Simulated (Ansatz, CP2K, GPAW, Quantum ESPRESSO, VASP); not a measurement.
One calculation of C, 6 ways

```
CELL_PARAMETERS angstrom
4.25517 0.00000 0.00000
0.00000 4.25517 0.00000
0.00000 0.00000 1.28229
ATOMIC_POSITIONS crystal
C 0.50000 0.50000 0.50000
```

Alike in all runs: task single point; functional PBE; k mesh 6 × 6 × 20; occupations fermi-dirac, width 0.05 eV; no spin polarisation; no spin-orbit coupling. Pressure is positive in compression and, in plane waves, holds the error of the finite cutoff, which Ansatz's Pulay term estimates and takes out.

```
                                     program and potentials  plane-wave cutoff (eV)                             notes  band gap (eV)  pressure (GPa)
CP2K, POTENTIAL_UZH C GTH-PBE-q4; TZVP-MOLOPT-PBE-GTH basis                       -                      atomic basis         no gap            0.48
                 GPAW, GPAW PAW data sets (gpaw-data 1.2.1)                     800                                 -         no gap            0.11
             Ansatz, all-electron LAPW, scalar-relativistic                       -                                 -         no gap            0.08
                  Quantum ESPRESSO, SSSP 1.3 efficiency PBE                     748                                 -         no gap            0.07
                      Ansatz, Ansatz PAW (earlier soft set)                     420  Pulay term of +0.15 GPa included         no gap            0.20
                              VASP, PBE PAW files C, 520 eV                     520                                 -         no gap            0.10
```

None finds a gap. The pressure spans 0.07 (Quantum ESPRESSO, SSSP 1.3 efficiency PBE) to 0.48 GPa (CP2K, POTENTIAL_UZH C GTH-PBE-q4; TZVP-MOLOPT-PBE-GTH basis), with all-electron results at 0.08. Rows in atomic bases carry the error of their basis and grid, which can be large.

Differences between rows come from potentials, basis sets and numerical settings, since the functional is the same but for its coding. Runs on potential files found faulty are left out.
